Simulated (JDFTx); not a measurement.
# Moving the functional in SrO

Symmetry: Fm-3m, No. 225, cubic system. The conventional cell has a = 5.133 Å, b = 5.133 Å, c = 5.133 Å, α = 90.00°, β = 90.00°, γ = 90.00°. Sr (site symmetry m-3m) has 6 O at 2.57 Å as nearest neighbours. O (site symmetry m-3m) has 6 Sr at 2.57 Å as nearest neighbours.

Kept alike: task single point; k mesh 4 × 4 × 4; occupations fermi-dirac, width 0.05 eV; no spin polarisation. Program: JDFTx, SG15-PBE-1.2 with smoothed tails, cutoff 1361 eV. The mesh is that of the run's cell of 2 atoms. No spin-orbit coupling.

| run | band gap (eV) | pressure (GPa) |
| --- | --- | --- |
| A | 3.107 | -2.82 |
| B | 3.816 | 1.32 |
| C | 3.178 | -0.23 |

The k mesh is coarse, so the values aren't converged. Pressure is positive in compression; the values hold the error of the finite cutoff, so their zero can differ a little from the energy's minimum. A gap read on the mesh alone can miss an edge between its points. All rows use potentials made for PBE.

Problem. The runs differ in the functional alone: LDA; PBEsol; r2SCAN. Which run is which?

Solution. Run A is LDA; run B is r2SCAN; run C is PBEsol. The band gap runs from 3.107 (LDA) to 3.816 eV (r2SCAN). The pressure runs from -2.82 (LDA) to 1.32 GPa (r2SCAN). A positive pressure means that the functional's own cell is larger than the one given, a negative one that it is smaller.
